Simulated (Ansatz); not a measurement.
# TiAl (P-6m2) in Ansatz: further runs, part 2 of 2

Ansatz 0.2.0. Earlier steps stand in the parts before.

## 4. Relaxation of cell and atoms, PBEsol

Input file input.yaml:

```yaml
crystal:
  lattice:
    - [2.8672622327, 0.0, 0.0]
    - [-1.4336311163, 2.4831219328, 0.0]
    - [0.0, 0.0, 4.678083]
  atoms:
    - { symbol: Ti, position: [0.0, 0.0, 0.0] }
    - { symbol: Al, position: [0.3333333333, 0.6666666667, 0.5] }
hamiltonian:
  xc: pbesol
  pseudopotentials: { kind: paw }
kpoints:
  mp_grid: { grid: [11, 11, 6] }
scf:
  occupations: { method: fermi_dirac, width: 0.05 }
output:
  forces: true
  stress: true
  eigenvalues: true
  write_density: true
  write_potential: true
  elf: true
  volumetric_format: npy
relax:
  f_tol: 0.01
  max_steps: 40
  cell: { stress_tol: 0.05 }
```

Potentials or basis: Ansatz PAW.

The run is started by

```bash
> ansatz run input.yaml --threads 2 --pin off --max-ram 5632MiB --backend cpu --events-out ev --progress --plain --runs-dir out
```

What it wrote:

```text
Warning: RAYON_NUM_THREADS=2 ignored (pool sized by the plan → 2); use --threads N
Engine: ansatz 0.2.0, aarch64-unknown-linux-gnu
Pseudopotentials: kind: paw
Pseudopotential: Ti, paw, valence charge 12, recommended cutoff 420 eV (normal), Ti.paw.azcp
Pseudopotential: Al, paw, valence charge 3, recommended cutoff 420 eV (normal), Al.paw.azcp
Functional definition: PBEsol
  exchange = pbesol_x
  correlation = pbesol_c
Crystal: 2 atoms, lattice volume = 33.307 Å³
Basis set: ecut = 420 eV, 663 PW (Γ), exchange–correlation on 40×40×64 points (8 copies of the dense FFT grid, shifted against one another)
Bands: 12, of which v1, the nominal top of the filled ones, is band 8 counted from 1 (7 counted from 0)
Symmetry: 12 space group operations
Space group: P-6m2 (ITA 187), of the structure as read, at distance tolerance 3.2e-5 Å
k-points: 64 of 726 (time reversal used)
Non-local potential: Ti, projectors of the file, l = 0: 3, l = 1: 2, l = 2: 3, l = 3: 1
Non-local potential: Al, projectors of the file, l = 0: 2, l = 1: 2, l = 2: 1
PAW form: soft (Blöchl's): semilocal exchange-correlation on the pseudo side does not see the compensation charge
PAW frozen core: Ti, regenerated for the run's functional, and the local potential with it (the file was generated under x = pbe(κ = 0.804, μ = 0.2195149727645171), c = pbe(β = 0.06672455060314922))
PAW frozen core: Al, regenerated for the run's functional, and the local potential with it (the file was generated under x = pbe(κ = 0.804, μ = 0.2195149727645171), c = pbe(β = 0.06672455060314922))
PAW one-centre angular grid: Ti, 590 points (default); XC on 64 Gauss nodes
PAW one-centre angular grid: Al, 110 points (default); XC on 64 Gauss nodes
Initial density: superposition of atomic densities (neutral atoms: chi_scale 0, normalization atom), corrected by the library's trained network
Initial wavefunctions: pseudopotential atomic-orbital guess
Functional: x = pbesol(κ = 0.804, μ = 0.12345679012345678), c = pbesol(β = 0.046)
SCF iter   1: F=—  HF=-2998.955792 eV  |F-HF|=—  |Δ(HF+E_count)|=         —  Δρ=9.53e-3  dr2=4.40e-2  ethr=1.77e-3  ⟨swp⟩=5.1  Hψ=3936  notcnv=0
preconditioner: auto → none  [metal: Δε(μ)=0.004 eV  Ē_g=5.144 eV  σ=0.050 eV  W_gap=0.02  n_scr=2 (ndim 8)  ℏωp=17.0 eV  f_vac=0.000  D(μ)=2.85/eV (n_scr^D=34)  sad-step TF]
SCF iter   2: F=—  HF=-2998.950958 eV  |F-HF|=—  |Δ(HF+E_count)|=   4.83e-3  Δρ=5.95e-3  dr2=2.10e-2  ethr=2.93e-4  ⟨swp⟩=2.0  Hψ=1537  notcnv=0
SCF iter   3: F=—  HF=-2998.947631 eV  |F-HF|=—  |Δ(HF+E_count)|=   3.33e-3  Δρ=1.16e-3  dr2=1.02e-3  ethr=1.40e-4  ⟨swp⟩=2.0  Hψ=1135  notcnv=0
SCF iter   4: F=—  HF=-2998.947363 eV  |F-HF|=—  |Δ(HF+E_count)|=   2.68e-4  Δρ=2.85e-4  dr2=1.06e-5  ethr=6.79e-6  ⟨swp⟩=2.3  Hψ=1034  notcnv=0
SCF iter   5: F=—  HF=-2998.947338 eV  |F-HF|=—  |Δ(HF+E_count)|=   2.54e-5  Δρ=3.59e-5  dr2=5.33e-7  ethr=7.05e-8  ⟨swp⟩=2.1  Hψ=1196  notcnv=0
[... 64 lines left out ...]
SCF converged after 9 iterations
Free energy (F): -2998.955992 eV
Harris-Foulkes:  -2998.955992 eV  (|F-HF|=9.09e-13)
Internal energy: -2998.932392 eV  (E = F + TS)
E sigma→0 (E₀):  -2998.944192 eV
Entropy (-TS):   -0.023600 eV (-11.800 meV/atom)
Fermi energy:    10.659331 eV
--- Per-component energies (eV) ---
  E_band       = -164.867575
  E_kinetic    = 296.234196
  E_local      = -1141.107656  (includes V_loc(G=0)·N_el)
  E_nonlocal   = 20.014604
  E_hartree    = 492.824067
  E_xc         = -136.616160
  E_vxc        = -151.322307  (∫ρ·V_xc dr)
  E_paw        = -1477.456430  (= ΣΔE_a)
  E_vpaw       = -174.334659  (= ΣTr[D̂ρ^β])
  E_aug_tail   = 0.000114  (compensation charges beyond the density's cutoff)
  E_ewald      = -1052.983649
  E_core_change = 0.158523  (= ΣΔE_core)
  E_smearing   = -0.023600  (= −TS)
  E_closure    = 0.000000  (closes the sum)
  Σ components = -2998.955992   (vs F -2998.955992, Δ=0.00e0)
--- Forces (eV/Å), atoms counted from 1 ---
  atom   1  Ti     0.00000000     0.00000000    -0.00000000
  atom   2  Al     0.00000000     0.00000000    -0.00000000
  max |Σ_I F_I| component: 7.89e-17 eV/Å
--- Stress (GPa, compression-positive) ---
        0.000624       0.000000       0.000000
       -0.000000       0.000624       0.000000
        0.000000       0.000000      -0.027294
  P = ⅓ Tr σ = -0.0087 GPa (-0.087 kbar)
--- Band table (eV; the first three rows and the last of 64) ---
  k-point 0: bands = ["-45.5260", "-21.9650", "-21.5225", "-21.5225", "1.6706", "8.3812", "8.9192", "11.9809", "11.9809", "13.5089", "13.5089", "14.8168"]
  k-point 1: bands = ["-45.5260", "-21.9664", "-21.5224", "-21.5224", "1.8490", "7.2706", "9.6609", "11.9843", "11.9843", "13.4876", "13.4876", "15.3954"]
  k-point 2: bands = ["-45.5259", "-21.9692", "-21.5224", "-21.5224", "2.3001", "5.9896", "10.1372", "11.9912", "11.9912", "13.4459", "13.4459", "16.7546"]
  k-point 63: bands = ["-45.4096", "-22.0098", "-21.8884", "-21.8533", "8.1136", "8.9150", "9.9331", "10.3483", "10.6953", "11.9393", "14.0817", "15.5163"]
--- Relaxed structure (4 steps of the walk, 4 accepted, 1 SCFs on fresh bases) ---
  F+E_penalty+E_count = -2998.95599212 eV   max|allowed force component| = 3.455e-17 eV/Å   (the final SCF, on the basis selected at the relaxed cell)
  cell:  # Å, volume = 32.4652 Å³
    - [2.85084640757877, -2.8702147225645482e-11, 1.0542628561032858e-29]
    - [-1.425423203764528, 2.468905411265172, -9.068880662861875e-19]
    - [-5.833860546586236e-34, -1.7085337573262863e-18, 4.61253162300152]
  atoms:
    - { symbol: Ti, position: [9.244463733058732e-33, -3.7007434155248937e-17, -1.2034489934313282e-34] }
    - { symbol: Al, position: [0.33333333333333326, 0.6666666666666665, 0.5] }
```

rho_z.tsv:

```text
# z_ang	rho[e/angstrom^3]
# format = ansatz-planar-average/11
# lattice	2.850846408	-0.000000000	0.000000000
# lattice	-1.425423204	2.468905411	-0.000000000
# lattice	-0.000000000	-0.000000000	4.612531623
# sites	2
# site	22	0.000000000	-0.000000000	-0.000000000
# site	13	0.000000000	1.645936941	2.306265812
0.000000	1.612638e0
0.144142	1.514300e0
0.288283	1.242993e0
0.432425	8.807921e-1
0.576566	5.501312e-1
0.720708	3.361636e-1
[... 24 lines left out ...]
4.324248	1.242993e0
4.468390	1.514300e0
```

It took 6.6 s on 2 threads of Arm Neoverse V2, shared host; peak memory 0.33 GiB.

Results:

```
Free energy                            : -2998.9560 eV
Relaxed volume                         : 16.23 Å³/atom
Relaxed cell                           : a = 2.851 Å, b = 2.851 Å, c = 4.613 Å, α = 90.00°, β = 90.00°, γ = 120.00°
Space group after relaxing (to 0.05 Å) : P-6m2 (No. 187)
Energy gained by relaxing              : 4.3 meV/atom
Ionic steps                            : 5
Pressure after relaxing                : 0.0 GPa
Band gap on the k mesh                 : none (metal or under the smearing width)
```

Step by step:
```
step  energy change (eV)  largest force (eV/Å)  volume (Å³)
   1              0.0000                0.0000        33.31
   2             -0.0036                0.0000        31.81
   3             -0.0088                0.0000        32.49
   4             -0.0088                0.0000        32.47
   5             -0.0087                0.0000        32.47
```

Final structure:
```yaml
crystal:
  lattice:
    - [2.85085, 0.00000, 0.00000]
    - [-1.42542, 2.46891, 0.00000]
    - [0.00000, 0.00000, 4.61253]
  atoms:
    - { symbol: Ti, position: [0.00000, 0.00000, 0.00000] }
    - { symbol: Al, position: [0.33333, 0.66667, 0.50000] }
```

Caveat: the plane-wave basis is chosen anew once the cell has moved, so the energies of steps on either side of that aren't comparable; the PAW data sets come from PBE, with cores solved anew for the run's functional, which leaves a small shift of forces and pressure.

## 5. Relaxation of cell and atoms, RPBE

input.yaml, as its differences from that of step 4:

```diff
@@ -9,3 +9,3 @@
 hamiltonian:
-  xc: pbesol
+  xc: rpbe
   pseudopotentials: { kind: paw }
@@ -19,6 +19,2 @@
   eigenvalues: true
-  write_density: true
-  write_potential: true
-  elf: true
-  volumetric_format: npy
 relax:
```

Potentials or basis: Ansatz PAW.

The run is started by

```bash
> ansatz run input.yaml --threads 2 --pin off --max-ram 5632MiB --backend cpu --events-out ev --progress --plain --runs-dir out
```

What it wrote:

```text
Warning: RAYON_NUM_THREADS=2 ignored (pool sized by the plan → 2); use --threads N
[... 4 set-up lines as earlier in the session ...]
Functional definition: RPBE
  parameter kappa = 0.804
  parameter beta = 0.06672455060314922
  exchange = rpbe_x(kappa = kappa, mu = beta*pi^2/3)
  correlation = pbe_c(beta = beta)
Crystal: 2 atoms, lattice volume = 33.307 Å³
Basis set: ecut = 420 eV, 663 PW (Γ), exchange–correlation on 40×40×64 points (8 copies of the dense FFT grid, shifted against one another)
Bands: 12, of which v1, the nominal top of the filled ones, is band 8 counted from 1 (7 counted from 0)
[... 2 set-up lines as earlier in the session ...]
k-points: 64 of 726 (time reversal used)
[... 97 lines left out ...]
--- Forces (eV/Å), atoms counted from 1 ---
  atom   1  Ti     0.00000000     0.00000000     0.00000000
  atom   2  Al     0.00000000     0.00000000    -0.00000000
  max |Σ_I F_I| component: 6.16e-17 eV/Å
--- Stress (GPa, compression-positive) ---
        0.035086       0.000000       0.000000
        0.000000       0.035086      -0.000000
        0.000000      -0.000000      -0.031303
  P = ⅓ Tr σ = 0.0130 GPa (0.130 kbar)
--- Band table (eV; the first three rows and the last of 64) ---
  k-point 0: bands = ["-46.5385", "-22.7908", "-22.4222", "-22.4222", "1.4366", "7.9936", "8.4834", "11.4140", "11.4140", "12.8175", "12.8175", "14.1642"]
  k-point 1: bands = ["-46.5385", "-22.7918", "-22.4222", "-22.4222", "1.6079", "6.8721", "9.2493", "11.4177", "11.4177", "12.7971", "12.7971", "14.7462"]
  k-point 2: bands = ["-46.5384", "-22.7939", "-22.4222", "-22.4222", "2.0420", "5.6109", "9.7304", "11.4250", "11.4250", "12.7567", "12.7567", "16.1381"]
  k-point 63: bands = ["-46.4516", "-22.8095", "-22.7131", "-22.7049", "7.7094", "8.4610", "9.4103", "9.8558", "10.1710", "11.3900", "13.4639", "14.6771"]
--- Relaxed structure (4 steps of the walk, 4 accepted, 1 SCFs on fresh bases) ---
  F+E_penalty+E_count = -3044.98892789 eV   max|allowed force component| = 3.310e-17 eV/Å   (the final SCF, on the basis selected at the relaxed cell)
  cell:  # Å, volume = 34.2674 Å³
    - [2.912002791961693, -2.9317867003454796e-11, -6.983560895675054e-30]
    - [-1.4560013959554563, 2.521868393744697, 6.006538715494871e-19]
    - [-1.4934682999260768e-33, 1.131603175917385e-18, 4.666241971853461]
  atoms:
    - { symbol: Ti, position: [6.162975822039155e-33, -3.700743415524894e-17, -3.936805972276026e-34] }
    - { symbol: Al, position: [0.3333333333333333, 0.6666666666666666, 0.5] }
```

It took 6 s on 2 threads of Arm Neoverse V2, shared host; peak memory 0.33 GiB.

Results:

```yaml
Free_energy: -3044.9889 eV
Relaxed_volume: 17.13 Å³/atom
Relaxed_cell: a = 2.912 Å, b = 2.912 Å, c = 4.666 Å, α = 90.00°, β = 90.00°, γ = 120.00°
Space_group_after_relaxing_to_0.05_Å: P-6m2 (No. 187)
Energy_gained_by_relaxing: 5.4 meV/atom
Ionic_steps: 5
Pressure_after_relaxing: 0.0 GPa
Band_gap_on_the_k_mesh: none (metal or under the smearing width)
```

Step by step:
| step | energy change (eV) | largest force (eV/Å) | volume (Å³) |
| --- | --- | --- | --- |
| 1 | 0.0000 | 0.0000 | 33.31 |
| 2 | -0.0073 | 0.0000 | 34.83 |
| 3 | -0.0104 | 0.0000 | 34.31 |
| 4 | -0.0104 | 0.0000 | 34.27 |
| 5 | -0.0108 | 0.0000 | 34.27 |

Final structure:
```cif
data_structure
_symmetry_space_group_name_H-M 'P 1'
_symmetry_Int_Tables_number 1
_cell_length_a 2.9120
_cell_length_b 2.9120
_cell_length_c 4.6662
_cell_angle_alpha 90.000
_cell_angle_beta 90.000
_cell_angle_gamma 120.000
_cell_volume 34.27
loop_
_atom_site_label
_atom_site_type_symbol
_atom_site_fract_x
_atom_site_fract_y
_atom_site_fract_z
_atom_site_occupancy
Ti1 Ti 0.00000 0.00000 0.00000 1
Al1 Al 0.33333 0.66667 0.50000 1
```

Caveat: the plane-wave basis is chosen anew once the cell has moved, so the energies of steps on either side of that aren't comparable; the PAW data sets come from PBE, with cores solved anew for the run's functional, which leaves a small shift of forces and pressure.

## 6. Relaxation of cell and atoms, revPBE

input.yaml, as its differences from that of step 5:

```diff
@@ -9,3 +9,3 @@
 hamiltonian:
-  xc: rpbe
+  xc: revpbe
   pseudopotentials: { kind: paw }
```

Potentials or basis: Ansatz PAW.

The run is started by

```bash
> ansatz run input.yaml --threads 2 --pin off --max-ram 5632MiB --backend cpu --events-out ev --progress --plain --runs-dir out
```

It took 6 s on 2 threads of Arm Neoverse V2, shared host; peak memory 0.33 GiB.

The run converged. Its results:

| Item | Value |
| --- | --- |
| Free energy | -3042.9181 eV |
| Relaxed volume | 17.03 Å³/atom |
| Relaxed cell | a = 2.905 Å, b = 2.905 Å, c = 4.659 Å, α = 90.00°, β = 90.00°, γ = 120.00° |
| Space group after relaxing (to 0.05 Å) | P-6m2 (No. 187) |
| Energy gained by relaxing | 3.6 meV/atom |
| Ionic steps | 5 |
| Pressure after relaxing | 0.0 GPa |
| Band gap on the k mesh | none (metal or under the smearing width) |

Step by step:
| step | energy change (eV) | largest force (eV/Å) | volume (Å³) |
| --- | --- | --- | --- |
| 1 | 0.0000 | 0.0000 | 33.31 |
| 2 | -0.0053 | 0.0000 | 34.47 |
| 3 | -0.0070 | 0.0000 | 34.09 |
| 4 | -0.0071 | 0.0000 | 34.06 |
| 5 | -0.0073 | 0.0000 | 34.06 |

Final structure:
```yaml
crystal:
  lattice:
    - [2.90518, 0.00000, 0.00000]
    - [-1.45259, 2.51596, 0.00000]
    - [0.00000, 0.00000, 4.65937]
  atoms:
    - { symbol: Ti, position: [0.00000, 0.00000, 0.00000] }
    - { symbol: Al, position: [0.33333, 0.66667, 0.50000] }
```

Levels at points of the mesh, in eV from the Fermi level:
```tsv
k point	band 4	band 5	band 6	band 7	band 8	band 9	band 10	band 11
(0.00, 0.00, 0.00)	-32.54	-8.75	-2.18	-1.68	1.26	1.26	2.68	2.68
(0.00, 0.00, -0.50)	-32.54	-7.83	-5.16	-0.30	1.28	1.28	2.60	2.60
```

Caveat: the plane-wave basis is chosen anew once the cell has moved, so the energies of steps on either side of that aren't comparable; the PAW data sets come from PBE, with cores solved anew for the run's functional, which leaves a small shift of forces and pressure.

## 7. The runs side by side

```csv
level,gap on the mesh (eV),pressure (GPa),relaxed volume (Å³/atom)
LDA,none,0.0,15.72
PBE,none,0.0,16.72
PBEsol,none,0.0,16.23
RPBE,none,0.0,17.13
revPBE,none,0.0,17.03
```

Alike in all rows: task relaxation of cell and atoms; potentials or basis Ansatz PAW; no spin polarisation; cell relaxed; k mesh 11 × 11 × 6; cutoff (eV) 420; smearing fermi-dirac 0.05 eV.

Caveats: the plane-wave basis is chosen anew once the cell has moved, so the energies of steps on either side of that aren't comparable; the PAW data sets come from PBE, with cores solved anew for the run's functional, which leaves a small shift of forces and pressure (some runs).

Absolute energies hang on the potentials; compare differences alone.
